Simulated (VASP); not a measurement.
## NiO: density of states with PBE+D2+U

The system is NiO.

```xyz
2
Lattice="0.0000 2.0859 2.0859 2.0859 0.0000 2.0859 2.0859 2.0859 0.0000" Properties=species:S:1:pos:R:3 pbc="T T T"
Ni    0.0000    0.0000    0.0000
O     2.0859    2.0859    2.0859
```

```json
{"Program": "VASP 6.6.1", "Task": "density of states", "Functional": "PBE", "Dispersion": "D2", "Potentials or basis": "VASP PAW PBE potentials, release 64 (Ni, O_s)", "Cutoff": "400 eV", "k mesh": "11 × 11 × 11", "Occupations": "fermi-dirac, width 0.1 eV", "Spin": "collinear spin, zero start", "Starting moments": "[0.0, 0.0] μB", "Fixed moment": "0 μB", "Hubbard terms": "Ni d U = 5.3 eV", "k mesh for the DOS": "17 × 17 × 17", "Further INCAR settings": "ALGO = Normal; EDIFF = 1e-06"}
```

```
Net moment                                            : 0.00 μB per cell
Valence electrons inside the program's atomic spheres : Ni 9.19; O 5.81
Dispersion energy per atom                            : -0.279 eV
```

Eigenvalues of the final occupation matrices:
```
    site  spin  trace               eigenvalues
site 1 d     1   4.26  0.67 0.67 0.97 0.97 0.97
site 1 d     2   4.26  0.67 0.67 0.97 0.97 0.97
```

It took 52 s on 1 thread of Intel(R) Xeon(R) Platinum 8488C (Sapphire Rapids), on a shared host, peak memory 0.16 GiB.

Caveat: the total moment is fixed, so each spin has its own Fermi level.
